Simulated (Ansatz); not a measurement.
This Ansatz 0.2.0 run on Rb needs a look.

File input.yaml:

```yaml
crystal:
  lattice: { a: 4.9915725139, b: 4.9915725139, c: 4.9915725139, alpha: 107.4160890097, beta: 107.4160890097, gamma: 113.6646353375 }
  atoms:
    - { symbol: Rb, position: [0.0, 0.0, 0.0], spin: 0.5 }
kpoints:
  mp_grid: { grid: [7, 7, 7] }
scf:
  occupations: { method: tetrahedron }
  max_iter: 60
hamiltonian:
  xc: revpbe
  dispersion: d3bj
  pseudopotentials:
    kind: all_electron
    lapw: { basis_error: 0.0005 }
    nuclear_model: point
magnetization:
  spin_polarized: true
  initial_magnetization: 7
output:
  forces: true
  stress: true
  eigenvalues: true
  populations: true
```

Potentials or basis: all-electron LAPW, point nuclei.

The run is started by

```bash
$ ansatz run input.yaml --threads 1 --pin off --max-ram 2560MiB --backend cpu --events-out ev --progress --plain --runs-dir out
```

Output:

```text
Error: inconsistent input (crystal.atoms[].spin, magnetization.initial_magnetization): Σ_i spin_i = 0.500000 μB but magnetization.initial_magnetization = 7.000000 μB (|Δ| = 6.50e0 > 1e-4); adjust per-atom `spin:`, `per_species`, or `initial_magnetization` to agree
```

Q: How did it end, and where is the flaw?

A: The input was rejected before any iteration. The input holds a flaw that was put in on purpose: an impossible spin (magnetization = spin_polarized True, initial_magnetization 7).
